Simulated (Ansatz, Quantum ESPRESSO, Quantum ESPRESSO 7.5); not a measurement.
# Evanescent states of CaS, rock salt type, lattice constant set to 5.624 Å

Aim: how fast states decay in the gap of CaS, rock salt type, lattice constant set to 5.624 Å.

Main program and level: Quantum ESPRESSO 7.5; plane-wave DFT, LDA, GBRV ultrasoft pseudopotentials (cross-check by Ansatz 0.2.0 with PAW datasets).

## 1. Set-up

It takes space group Fm-3m (No. 225, cubic). The conventional cell has a = 5.624 Å, b = 5.624 Å, c = 5.624 Å, α = 90.00°, β = 90.00°, γ = 90.00°. Nearest to Ca lie 6 S at 2.81 Å. Nearest to S lie 6 Ca at 2.81 Å. Farther neighbours and most contacts between anions are not listed.

## 2. Ground state

pwcond needs a cell whose third axis lies along the current and stands perpendicular to the other two.

scf.in reads:

```
&control
  prefix = 'scf'
  outdir = './out'
  pseudo_dir = './pseudo'
  calculation = 'scf'
  tprnfor = .true.
/
&system
  ibrav = 0
  nat = 4
  ntyp = 2
  ecutwfc = 40
  ecutrho = 200
  occupations = 'fixed'
  nbnd = 20
/
&electrons
  conv_thr = 1e-09
  mixing_beta = 0.6
  electron_maxstep = 120
/
ATOMIC_SPECIES
  Ca  40.0780  ca_lda_v1.uspp.F.UPF
  S   32.0600  s_lda_v1.4.uspp.F.UPF
CELL_PARAMETERS angstrom
  3.97676853739314 0.00000000000000 0.00000000000000
  0.00000000000000 3.97676853739314 0.00000000000000
  0.00000000000000 0.00000000000000 5.62400000000000
ATOMIC_POSITIONS crystal
  Ca  0.000000000000 0.000000000000 0.000000000000
  S   0.500000000000 0.500000000000 0.000000000000
  Ca  0.500000000000 0.500000000000 0.500000000000
  S   0.000000000000 0.000000000000 0.500000000000
K_POINTS automatic
  6 6 6 0 0 0
```

Launch:

```console
OMP_NUM_THREADS=1 mpirun -n 2 pw.x -nk 2 -in scf.in > scf.out
```

Log:

```text
Program PWSCF v.7.5 starts
[citation notice left out]

     Parallel version (MPI & OpenMP), running on       2 processor cores
     Number of MPI processes:                 2
     Threads/MPI process:                     1

     MPI processes distributed on     1 nodes
[...]
Current dimensions of program PWSCF are:
     Max number of different atomic species (ntypx) = 10
     Max number of k-points (npk) =  40000
     Max angular momentum in pseudopotentials (lmaxx) =  4
     Found identity + ( -0.5000 -0.5000 -0.5000) symmetry
     This is a supercell, fractional translations are disabled
     Message from routine setup:
     using ibrav=0 with symmetry is DISCOURAGED, use correct ibrav instead

     K-points division:     npool     =       2
     Subspace diagonalization in iterative solution of the eigenvalue problem:
     a serial algorithm will be used

     G-vector sticks info
     --------------------
     sticks:   dense  smooth     PW     G-vecs:    dense   smooth      PW
     Sum         885     717    221                28675    20399    3483

     Using Slab Decomposition

     bravais-lattice index     =            0
     lattice parameter (alat)  =       7.5150  a.u.
     unit-cell volume          =     600.2091 (a.u.)^3
     number of atoms/cell      =            4
     number of atomic types    =            2
     number of electrons       =        32.00
     number of Kohn-Sham states=           20
     kinetic-energy cutoff     =      40.0000  Ry
     charge density cutoff     =     200.0000  Ry
     scf convergence threshold =      1.0E-09
     mixing beta               =       0.6000
     number of iterations used =            8  plain     mixing
     Exchange-correlation=  SLA  PZ   NOGX NOGC
                           (   1   1   0   0   0   0   0)

     celldm(1)=   7.515003  celldm(2)=   0.000000  celldm(3)=   0.000000
     celldm(4)=   0.000000  celldm(5)=   0.000000  celldm(6)=   0.000000

     crystal axes: (cart. coord. in units of alat)
               a(1) = (   1.000000   0.000000   0.000000 )
               a(2) = (   0.000000   1.000000   0.000000 )
               a(3) = (   0.000000   0.000000   1.414214 )

     reciprocal axes: (cart. coord. in units 2 pi/alat)
               b(1) = (  1.000000  0.000000  0.000000 )
               b(2) = (  0.000000  1.000000  0.000000 )
               b(3) = (  0.000000  0.000000  0.707107 )

     PseudoPot. # 1 for Ca read from file:
     ./pseudo/ca_lda_v1.uspp.F.UPF
     Pseudo is Ultrasoft + core correction, Zval = 10.0
     Generated by new atomic code, or converted to UPF format
     Using radial grid of  845 points,  6 beta functions with:
                l(1) =   0
                l(2) =   0
                l(3) =   1
                l(4) =   1
                l(5) =   2
                l(6) =   2
     Q(r) pseudized with  8 coefficients,  rinner =    1.500   1.500   1.500
                                                       1.500   1.500

     PseudoPot. # 2 for S  read from file:
     ./pseudo/s_lda_v1.4.uspp.F.UPF
     Pseudo is Ultrasoft + core correction, Zval =  6.0
     Generated by new atomic code, or converted to UPF format
     Using radial grid of  907 points,  6 beta functions with:
                l(1) =   0
                l(2) =   0
                l(3) =   1
                l(4) =   1
                l(5) =   2
                l(6) =   2
     Q(r) pseudized with  8 coefficients,  rinner =    1.300   1.300   1.300
                                                       1.300   1.300

     atomic species   valence    mass     pseudopotential
     Ca               10.00    40.07800     Ca( 1.00)
     S                 6.00    32.06000     S ( 1.00)

     16 Sym. Ops., with inversion, found

   Cartesian axes

     site n.     atom                  positions (alat units)
         1        Ca     tau(   1) = (   0.0000000   0.0000000   0.0000000  )
         2        S      tau(   2) = (   0.5000000   0.5000000   0.0000000  )
         3        Ca     tau(   3) = (   0.5000000   0.5000000   0.7071068  )
         4        S      tau(   4) = (   0.0000000   0.0000000   0.7071068  )

     number of k points=    40
                       cart. coord. in units 2pi/alat
        k(    1) = (   0.0000000   0.0000000   0.0000000), wk =   0.0092593
        k(    2) = (   0.0000000   0.0000000   0.1178511), wk =   0.0185185
        k(    3) = (   0.0000000   0.0000000   0.2357023), wk =   0.0185185
        k(    4) = (   0.0000000   0.0000000  -0.3535534), wk =   0.0092593
        k(    5) = (   0.0000000   0.1666667   0.0000000), wk =   0.0370370
        k(    6) = (   0.0000000   0.1666667   0.1178511), wk =   0.0740741
        k(    7) = (   0.0000000   0.1666667   0.2357023), wk =   0.0740741
        k(    8) = (   0.0000000   0.1666667  -0.3535534), wk =   0.0370370
        k(    9) = (   0.0000000   0.3333333   0.0000000), wk =   0.0370370
        k(   10) = (   0.0000000   0.3333333   0.1178511), wk =   0.0740741
[...]
k(   40) = (  -0.5000000  -0.5000000  -0.3535534), wk =   0.0092593

     Dense  grid:    28675 G-vectors     FFT dimensions: (  36,  36,  48)

     Smooth grid:    20399 G-vectors     FFT dimensions: (  32,  32,  45)

     Estimated max dynamical RAM per process >      80.32 MB

     Estimated total dynamical RAM >     153.64 MB

     Check: negative core charge=   -0.000001

     Initial potential from superposition of free atoms

     starting charge      31.9905, renormalised to      32.0000
     Starting wfcs are   28 randomized atomic wfcs

     total cpu time spent up to now is        1.8 secs

     per-process dynamical memory:    42.5 Mb

     Self-consistent Calculation

     iteration #  1     ecut=    40.00 Ry     beta= 0.60
     Davidson diagonalization with overlap
     ethr =  1.00E-02,  avg # of iterations =  2.2

     Threshold (ethr) on eigenvalues was too large:
     Diagonalizing with lowered threshold

     Davidson diagonalization with overlap
     ethr =  4.50E-04,  avg # of iterations =  1.9

     total cpu time spent up to now is        4.2 secs

     total energy              =    -198.62541667 Ry
     estimated scf accuracy    <       0.13574011 Ry

     iteration #  2     ecut=    40.00 Ry     beta= 0.60
[...]
total energy              =    -198.66148652 Ry
     estimated scf accuracy    <       0.02221938 Ry

     iteration #  3     ecut=    40.00 Ry     beta= 0.60
[...]
total energy              =    -198.66475959 Ry
     estimated scf accuracy    <       0.00150823 Ry

     iteration #  4     ecut=    40.00 Ry     beta= 0.60
[...]
total energy              =    -198.66507920 Ry
     estimated scf accuracy    <       0.00128860 Ry

     iteration #  5     ecut=    40.00 Ry     beta= 0.60
[...]
total energy              =    -198.66545380 Ry
     estimated scf accuracy    <       0.00005556 Ry

     iteration #  6     ecut=    40.00 Ry     beta= 0.60
[...]
c_bands:  2 eigenvalues not converged
[...]
total energy              =    -198.66546796 Ry
     estimated scf accuracy    <       0.00000336 Ry

     iteration #  7     ecut=    40.00 Ry     beta= 0.60
[...]
total energy              =    -198.66547010 Ry
     estimated scf accuracy    <       0.00000032 Ry

     iteration #  8     ecut=    40.00 Ry     beta= 0.60
[...]
total energy              =    -198.66547003 Ry
     estimated scf accuracy    <       0.00000024 Ry

     iteration #  9     ecut=    40.00 Ry     beta= 0.60
[...]
total energy              =    -198.66547012 Ry
     estimated scf accuracy    <       0.00000006 Ry

     iteration # 10     ecut=    40.00 Ry     beta= 0.60
[...]
total energy              =    -198.66547012 Ry
     estimated scf accuracy    <       0.00000001 Ry

     iteration # 11     ecut=    40.00 Ry     beta= 0.60
[...]
End of self-consistent calculation

          k = 0.0000 0.0000 0.0000 (  2541 PWs)   bands (ev):

   -32.5008 -32.4811 -13.8793 -13.7871 -13.7871 -13.7269 -13.7269 -13.7269
    -5.2317  -4.5525   3.8010   5.3497   5.3497   6.1966   6.1966   6.1966
     8.2567  10.1541  10.1541  10.3080

          k = 0.0000 0.0000 0.1179 (  2565 PWs)   bands (ev):

   -32.4994 -32.4824 -13.8728 -13.7830 -13.7830 -13.7410 -13.7309 -13.7309
    -5.1600  -4.5655   3.7628   5.3762   5.3762   5.6787   6.0878   6.0878
     8.3501   9.9708  10.4383  10.4385

          k = 0.0000 0.0000 0.2357 (  2586 PWs)   bands (ev):

   -32.4958 -32.4860 -13.8523 -13.7765 -13.7720 -13.7720 -13.7419 -13.7419
    -4.9790  -4.6281   3.7833   4.7773   5.4634   5.4634   5.8524   5.8524
     8.6214   9.5338  10.9020  11.1556

          k = 0.0000 0.0000-0.3536 (  2598 PWs)   bands (ev):

   -32.4909 -32.4909 -13.8182 -13.8182 -13.7569 -13.7569 -13.7569 -13.7569
    -4.7737  -4.7737   4.0926   4.0926   5.6241   5.6241   5.6241   5.6241
     9.0391   9.0392  11.3368  11.3370

          k = 0.0000 0.1667 0.0000 (  2563 PWs)   bands (ev):

   -32.4982 -32.4812 -13.8671 -13.8121 -13.7796 -13.7611 -13.7351 -13.7275
    -5.0902  -4.4874   3.9075   4.6859   5.2162   5.3713   5.8679   5.9670
     8.9864  10.2091  10.3288  10.5451

          k = 0.0000 0.1667 0.1179 (  2569 PWs)   bands (ev):

   -32.4970 -32.4823 -13.8703 -13.8001 -13.7811 -13.7761 -13.7310 -13.7309
    -5.0224  -4.4943   3.7942   4.7878   5.0721   5.2350   5.7861   5.7861
     9.0664  10.1887  10.5675  10.5675

[...]
highest occupied, lowest unoccupied level (ev):     6.1966    8.2567

!    total energy              =    -198.66547013 Ry
     estimated scf accuracy    <          2.6E-10 Ry

     The total energy is the sum of the following terms:
     one-electron contribution =     -53.18014112 Ry
     hartree contribution      =      37.02683135 Ry
     xc contribution           =     -40.56221994 Ry
     ewald contribution        =    -141.94994042 Ry

     convergence has been achieved in  11 iterations

     Forces acting on atoms (cartesian axes, Ry/au):

     atom    1 type  1   force =     0.00000000    0.00000000    0.00000000
     atom    2 type  2   force =     0.00000000    0.00000000    0.00000000
     atom    3 type  1   force =     0.00000000    0.00000000    0.00000000
     atom    4 type  2   force =     0.00000000    0.00000000    0.00000000

     Total force =     0.000000     Total SCF correction =     0.000000

[...]
=------------------------------------------------------------------------------=
   JOB DONE.
=------------------------------------------------------------------------------=
```

Wall time 23 s (2 MPI ranks of Intel Xeon Platinum 8488C (Sapphire Rapids), shared host); peak memory 0.18 GiB.

Numbers from this step:

* free energy: -2702.9814 eV
* valence top, on the run's zero: 6.197 eV
* conduction bottom, on the run's zero: 8.257 eV
* gap by band count: 2.060 eV

The program's own clock; routines nest. Time by routine:

| routine | wall time (s) | calls |
| --- | --- | --- |
| PWSCF | 22.54 | 1 |
| electrons | 20.21 | 1 |
| c_bands | 15.19 | 12 |
| cegterg | 12.32 | 240 |
| h_psi | 8.81 | 1137 |
| vloc_psi | 6.66 | 1137 |
| fftw | 6.45 | 31944 |
| sum_band | 3.62 | 12 |
| init_run | 1.64 | 1 |
| calbec | 1.62 | 1457 |
| newd | 1.37 | 12 |
| h_psi:calbec | 1.13 | 1137 |
| add_vuspsi | 0.9 | 1137 |
| s_psi | 0.85 | 1137 |

The run needed 11 iterations to bring the estimated error under 1e-09 Ry.

(Continued in part 2 of 4.)

[Logs are printed without paths, hosts, clocks, repeated set-up lines and the standing remarks that a program may print on its own settings, such as how far it seeks lower states.]

[Hosts, paths, dates, database ids (printed as entryN), source tags and the programs' standing remarks are cut or masked in the printed files.]

[Maps of the electrostatic potential energy from Ansatz leave out the sawtooth potential of an applied field or a dipole correction, so their vacuum need not be flat; planar profiles and work functions include it.]
